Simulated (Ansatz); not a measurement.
(111) slab cut from the bulk of MgO, Fm-3m (No. 225); the slab's formula is Mg5O4:

```xyz
9
Lattice="3.0079 0.0000 0.0000 -1.5040 2.6049 0.0000 0.0000 0.0000 24.8238" Properties=species:S:1:pos:R:3 pbc="T T T"
Mg    1.5040    0.8683    7.5000
O     0.0000    0.0000    8.7280
Mg    0.0000    1.7366    9.9560
O     1.5040    0.8683   11.1839
Mg    0.0000    0.0000   12.4119
O     0.0000    1.7366   13.6399
Mg    1.5040    0.8683   14.8679
O     0.0000    0.0000   16.0959
Mg    0.0000    1.7366   17.3238
```

The calculation used DFT PBE, scalar-relativistic, plane waves, PAW in Ansatz 0.2.0. Cutoff 420 eV; k points 9×9×1 on the computed 9-atom cell (Γ-centred); Gaussian smearing, width 0.05 eV; no spin polarisation. The cell repeats along c with a dipole correction in the vacuum.

(1) What forces act on the atoms?

Spin polarisation was left out, and a magnetic state may lie lower.

## Answers

(1)
| atom | Fx (eV/Å) | Fy (eV/Å) | Fz (eV/Å) |
| --- | --- | --- | --- |
| Mg1 | 0.000 | 0.000 | -0.503 |
| O2 | 0.000 | 0.000 | 0.406 |
| Mg3 | 0.000 | 0.000 | 0.095 |
| O4 | 0.000 | 0.000 | -0.001 |
| Mg5 | 0.000 | 0.000 | 0.000 |
| O6 | 0.000 | 0.000 | 0.001 |
| Mg7 | 0.000 | 0.000 | -0.095 |
| O8 | 0.000 | 0.000 | -0.406 |
| Mg9 | 0.000 | 0.000 | 0.503 |

Cost: 1 run of about 0.29 core-minutes, on Intel Xeon Platinum 8259CL (Skylake/Cascade Lake) (shared hosts).